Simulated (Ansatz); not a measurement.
Ga:

```
CELL_PARAMETERS angstrom
1.45000 -4.06500 0.00000
1.45000 4.06500 0.00000
0.00000 0.00000 3.17000
ATOMIC_POSITIONS crystal
Ga 0.13300 0.86700 0.75000
Ga 0.86700 0.13300 0.25000
```

This isn't the form of Ga at room conditions, which is orthorhombic.

```yaml
Program: Ansatz 0.2.0
Task: single point
Functional: PBE
Potentials_or_basis: all-electron LAPW, scalar-relativistic
Cutoff: 257 eV (chosen from the basis error)
Basis_error_allowed: 0.001 eV/atom
k_mesh: 10 × 10 × 8
Occupations: fermi-dirac, width 0.05 eV
Spin: no spin polarisation
```

On this cell: pressure 1.5 GPa; largest force 0.212 eV/Å; band gap on the k mesh none (metal or under the smearing width).

The same run follows on a disturbed copy (atoms moved at random, drawn with an rms of 0.05 Å):

```xyz
2
Lattice="1.4500 -4.0650 0.0000 1.4500 4.0650 0.0000 0.0000 0.0000 3.1700" Properties=species:S:1:pos:R:3 pbc="T T T"
Ga    1.4881    3.0120    2.3844
Ga    1.4634   -2.9140    0.8305
```

Task: What does the disturbed cell give?

Result: The energy (extrapolated to zero smearing) moves by -1.7 meV/atom; pressure 1.5 GPa; largest force 0.058 eV/Å; band gap on the k mesh none (metal or under the smearing width).

Forces in eV/Å, atoms in the order of the input:
```
Ga  -0.010 -0.013  0.056
Ga   0.010  0.013 -0.056
```

Stress tensor (GPa, compression positive):
```
 0.23 -0.07 -0.01
-0.07  1.68  0.00
-0.01  0.00  2.51
```
